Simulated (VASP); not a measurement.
# Zn (P6_3/mmc) in VASP: further runs, part 2 of 2

VASP 6.6.1.

## (3) Relaxation of cell and atoms, r2SCAN+rVV10

Input file INCAR:

```
SYSTEM = Zn
  PREC = Accurate
  ENCUT = 600
  EDIFF = 1E-7
  ISMEAR = 0
  SIGMA = 0.1
  LREAL = .FALSE.
  LASPH = .TRUE.
  NELM = 60
  ALGO = Normal
  ISIF = 3
  LWAVE = .FALSE.
  LCHARG = .FALSE.
  METAGGA = R2SCAN
  LMIXTAU = .TRUE.
  LUSE_VDW = .TRUE.
  IVDW_NL = 2
  BPARAM = 11.95
  CPARAM = 0.0093
  IBRION = 2
  NSW = 90
  EDIFFG = -0.005
```

Input file KPOINTS:

```
regular mesh
0
G
  18 18 10
  0 0 0
```

Input file POSCAR:

```
Zn
1.0
    2.6143598000      0.0000000000      0.0000000000
   -1.3071799000      2.2641020000      0.0000000000
    0.0000000000      0.0000000000      4.8731610200
Zn
2
Direct
    0.3333333300      0.6666666700      0.2500000000
    0.6666666700      0.3333333300      0.7500000000
```

Potentials or basis: VASP PAW PBE potentials, release 64 (Zn).

Run with:

```bash
> cat potpaw_PBE.64/Zn/POTCAR > POTCAR
> mpirun -np 1 vasp_std > vasp.out
```

OUTCAR:

```text
SYSTEM = Zn
   PREC = Accurate
   ENCUT = 600
   EDIFF = 1E-7
   ISMEAR = 0
   LREAL = .FALSE.
   LASPH = .TRUE.
   NELM = 60
   ISIF = 3
   METAGGA = R2SCAN
   IVDW_NL = 2
   BPARAM = 11.95
   IBRION = 2
   NSW = 90
   EDIFFG = -0.005

 ion  position               nearest neighbor table
   1  0.333  0.667  0.250-   2 2.87   2 2.87   2 2.87   2 2.87   2 2.87   2 2.87
   2  0.667  0.333  0.750-   1 2.87   1 2.87   1 2.87   1 2.87   1 2.87   1 2.87

  LATTYP: Found a hexagonal cell.
 ALAT       =     2.6143598000
 C/A-ratio  =     1.8639978399

  Lattice vectors:

 A1 = (   2.6143598000,   0.0000000000,   0.0000000000)
 A2 = (  -1.3071799000,   2.2641020000,   0.0000000000)
 A3 = (   0.0000000000,   0.0000000000,   4.8731610200)

Analysis of symmetry for initial positions (statically):
=====================================================================
 Subroutine PRICEL returns:
 Original cell was already a primitive cell.

 Routine SETGRP: Setting up the symmetry group for a
 hexagonal supercell.

 Subroutine GETGRP returns: Found 24 space group operations
 (whereof 12 operations were pure point group operations)
 out of a pool of 24 trial point group operations.

The static configuration has the point symmetry D_3d.
 The point group associated with its full space group is D_6h.

Analysis of symmetry for dynamics (positions and initial velocities):
=====================================================================
 Subroutine PRICEL returns:
 Original cell was already a primitive cell.

 Routine SETGRP: Setting up the symmetry group for a
 hexagonal supercell.

 Subroutine GETGRP returns: Found 24 space group operations
 (whereof 12 operations were pure point group operations)
 out of a pool of 24 trial point group operations.

The dynamic configuration has the point symmetry D_3d.
 The point group associated with its full space group is D_6h.

 Subroutine INISYM returns: Found 24 space group operations
 (whereof 12 operations are pure point group operations),
 and found     1 'primitive' translations

----------------------------------------------------------------------------------------

                                     Primitive cell

  volume of cell :      28.8451

  direct lattice vectors                    reciprocal lattice vectors
     2.614359800  0.000000000  0.000000000     0.382502822  0.220838107  0.000000000
    -1.307179900  2.264102000  0.000000000     0.000000000  0.441676214  0.000000000
     0.000000000  0.000000000  4.873161020     0.000000000  0.000000000  0.205205614

  length of vectors
     2.614359800  2.614359799  4.873161020     0.441676214  0.441676214  0.205205614

  position of ions in fractional coordinates (direct lattice)
     0.333333330  0.666666670  0.250000000
     0.666666670  0.333333330  0.750000000

  ion indices of the primitive-cell ions
   primitive index   ion index
                 1           1
                 2           2

[... 54 lines left out ...]
   number of dos      NEDOS =    301   number of ions     NIONS =      2
   total plane-waves  NPLWV =  23040
   dimension x,y,z NGX =    24 NGY =   24 NGZ =   40
   dimension x,y,z NGXF=    48 NGYF=   48 NGZF=   80
   ions per type =               2
   NGX,Y,Z   is equivalent  to a cutoff of  15.26, 15.26, 13.65 a.u.
   NGXF,Y,Z  is equivalent  to a cutoff of  30.52, 30.52, 27.29 a.u.
 SYSTEM =  Zn
   PREC   = accura    normal or accurate (medium, high low for compatibility)
   ISTART =      0    job   : 0-new  1-cont  2-samecut
   ICHARG =      2    charge: 1-file 2-atom 10-const
   ISPIN  =      1    spin polarized calculation?
   LNONCOLLINEAR =      F non collinear calculations
   LSORBIT =      F    spin-orbit coupling
   LASPH  =      T    aspherical Exc in radial PAW
   ENCUT  =  600.0 eV  44.10 Ry    6.64 a.u.   5.22  5.22  9.73*2*pi/ulx,y,z
   NELM   =     60;   NELMIN=  2; NELMDL= -5     # of ELM steps
   EDIFF  = 0.1E-06   stopping-criterion for ELM
   LREAL  =      F    real-space projection
   EDIFFG = -.5E-02   stopping-criterion for IOM
   NSW    =     90    number of steps for IOM
   IBRION =      2    ionic relax: 0-MD 1-quasi-New 2-CG
   NFREE  =      1    steps in history (QN), initial steepest desc. (CG)
   ISIF   =      3    stress and relaxation
   ISYM   =      2    0-nonsym 1-usesym 2-fastsym
   POTIM  = 0.5000    time-step for ionic-motion
   TEBEG  =    0.0;   TEEND  =   0.0 temperature during run
   PSTRESS=    0.0 pullay stress
   NELECT =      24.0000    total number of electrons
   NUPDOWN=      -1.0000    fix difference up-down
   EMIN   =  10.00;   EMAX   =-10.00  energy-range for DOS
   EFERMI =   0.00;   METHOD = LEGACY
   ISMEAR =     0;   SIGMA  =   0.10  broadening in eV -4-tet -1-fermi 0-gaus
   EFERMI_NEDOS =   21; number of points for ismear=-14 and -15
   IALGO  =     38    algorithm
   IMIX   =      4    mixing-type and parameters
     AMIX     =   0.40;   BMIX     =  1.00
     AMIX_MAG =   1.60;   BMIX_MAG =  1.00
  volume/ion in A,a.u.               =      14.42        97.33
  Fermi-wavevector in a.u.,A,eV,Ry     =   1.539765  2.909735 32.257744  2.370877
  Thomas-Fermi vector in A             =   2.645947
   LORBIT       =      0    0 simple, 1 ext, 2 COOP (PROOUT), +10 PAW based schemes
   METAGGA = R2SCAN    functional components
   LHFCALC =     F    Hartree Fock is set to
   AEXX    =    0.0000 exact exchange contribution
   IVDW_NL    =     2    kernel type
   BPARAM     =11.9500
   IVDW    =     0    specifies the selected vdW correction
   LEPSILON=     F    determine dielectric tensor
   LRPA    =     F    only Hartree local field effects (RPA)
 conjugate gradient relaxation of ions
 non-spin polarized calculation
 Gauss-broadening in eV      SIGMA  =   0.10
  energy-cutoff  :      600.00
  volume of cell :       28.85
 maximum number of plane-waves:       980
 NGX is ok and might be reduce to    24

--------------------------------------- Ionic step        1  -------------------------------------------

 number of electron      24.0000002 magnetization

 Free energy of the ion-electron system (eV)
  ---------------------------------------------------
  ext. energy  EPLUGINS =         0.00000000
  ---------------------------------------------------
  free energy    TOTEN  =       -17.12965959 eV

  energy without entropy =      -17.12894959  energy(sigma->0) =      -17.12930459

------------------------ aborting loop because EDIFF is reached ----------------------------------------

  FORCE on cell =-STRESS in cart. coord.  units (eV):
  Direction    XX          YY          ZZ          XY          YZ          ZX
  --------------------------------------------------------------------------------------
  -------------------------------------------------------------------------------------
  Total       -0.3348394     -0.3348394      0.0301978      0.0000000      0.0000000      0.0000000
  in kB      -18.5983760    -18.5983760      1.6773127      0.0000000      0.0000000      0.0000000
  external PRESSURE =     -11.8398131 kB  Pullay stress =       0.0000000 kB
[... 203 lines left out ...]
--------------------------------------- Ionic step        7  -------------------------------------------

 number of electron      24.0000008 magnetization

 Free energy of the ion-electron system (eV)
  ---------------------------------------------------
  ext. energy  EPLUGINS =         0.00000000
  ---------------------------------------------------
  free energy    TOTEN  =       -17.13278847 eV

  energy without entropy =      -17.13187083  energy(sigma->0) =      -17.13232965

 E-fermi :   3.3839     XC(G=0): -13.0112

 val. band max:        3.3456205019   @ k =   0.3333   0.2778   0.5000
 cond. band min:       3.4960659157   @ k =   0.1667   0.0000   0.2000
 fundamental gap:      0.1504454138
 Fermi energy:         3.3839325365

 k-point     1 :       0.0000    0.0000    0.0000
  band No.  band energies     occupation
      1      -7.9832      2.00000
      2      -5.9045      2.00000
      3      -5.0457      2.00000
      4      -4.7500      2.00000
      5      -4.7499      2.00000
      6      -4.6976      2.00000
[... 433 lines left out ...]
      3      -5.2791      2.00000
      4      -4.7786      2.00000
      5      -4.5931      2.00000
      6      -4.5930      2.00000
[... 8 lines left out ...]
     15       9.4730      0.00000
     16      10.7446      0.00000

 [... further k-points ...]

------------------------ aborting loop because EDIFF is reached ----------------------------------------

  FORCE on cell =-STRESS in cart. coord.  units (eV):
  Direction    XX          YY          ZZ          XY          YZ          ZX
  --------------------------------------------------------------------------------------
  -------------------------------------------------------------------------------------
  Total       -0.0004950     -0.0004950      0.0002892     -0.0000000     -0.0000000      0.0000000
  in kB       -0.0276860     -0.0276860      0.0161741     -0.0000000     -0.0000000      0.0000000
  external PRESSURE =      -0.0130660 kB  Pullay stress =       0.0000000 kB
[... 17 lines left out ...]
  FREE ENERGIE OF THE ION-ELECTRON SYSTEM (eV)
  ---------------------------------------------------
  free  energy   TOTEN  =       -17.1327884683 eV

  energy  without entropy=      -17.1318708252  energy(sigma->0) =      -17.13232965

 reached required accuracy - stopping structural energy minimisation
```

OSZICAR:

```text
N       E                     dE             d eps       ncg     rms          rms(c)
DAV:   1     0.867329543268E+02    0.86733E+02   -0.14480E+04  7288   0.273E+03
DAV:   2    -0.169550217275E+02   -0.10369E+03   -0.10225E+03  7240   0.327E+02
DAV:   3    -0.201669718820E+02   -0.32120E+01   -0.32072E+01  8656   0.706E+01
[... 97 lines left out ...]
DAV:   8    -0.171327886493E+02   -0.59757E-06   -0.22954E-08  3608   0.170E-03    0.866E-05
DAV:   9    -0.171327884461E+02    0.20321E-06   -0.14172E-09  3560   0.529E-04    0.817E-05
DAV:  10    -0.171327885648E+02   -0.11876E-06   -0.14967E-09  3576   0.384E-04    0.297E-05
DAV:  11    -0.171327884290E+02    0.13579E-06   -0.13532E-10  3560   0.161E-04    0.126E-05
DAV:  12    -0.171327884683E+02   -0.39275E-07   -0.91618E-12  3576   0.380E-05
   7 F= -.17132788E+02 E0= -.17132330E+02  d E =-.358625E-03
```

It took 49 min on 1 thread of Intel Xeon Platinum 8259CL at 2.50GHz (Skylake/Cascade Lake), shared host; peak memory 0.36 GiB.

What came out:

```
Free energy                            : -17.1328 eV
Relaxed volume                         : 14.32 Å³/atom
Relaxed cell                           : a = 2.594 Å, b = 2.594 Å, c = 4.916 Å, α = 90.00°, β = 90.00°, γ = 120.00°
Space group after relaxing (to 0.05 Å) : P6_3/mmc (No. 194)
Energy gained by relaxing              : 1.6 meV/atom
Ionic steps                            : 7
Pressure after relaxing                : 0.0 GPa
Band gap on the k mesh                 : none (metal or under the smearing width)
```

Step by step:
| step | energy change (eV) | largest force (eV/Å) | pressure (GPa) | volume (Å³) |
| --- | --- | --- | --- | --- |
| 1 | 0.0000 | 0.0000 | -1.18 | 28.85 |
| 2 | -0.0028 | 0.0000 | 0.55 | 28.40 |
| 3 | -0.0028 | 0.0000 | 0.34 | 28.45 |
| 4 | -0.0028 | 0.0000 | 0.25 | 28.47 |
| 5 | -0.0030 | 0.0000 | 0.15 | 28.53 |
| 6 | -0.0031 | 0.0000 | 0.02 | 28.63 |
| 7 | -0.0031 | 0.0000 | 0.00 | 28.65 |

Final structure:
```
CELL_PARAMETERS angstrom
2.59379 0.00000 0.00000
-1.29690 2.24629 0.00000
0.00000 0.00000 4.91643
ATOMIC_POSITIONS crystal
Zn 0.33333 0.66667 0.25000
Zn 0.66667 0.33333 0.75000
```

Caveat: the PAW data sets were made with another functional, which shifts forces and pressure a little.
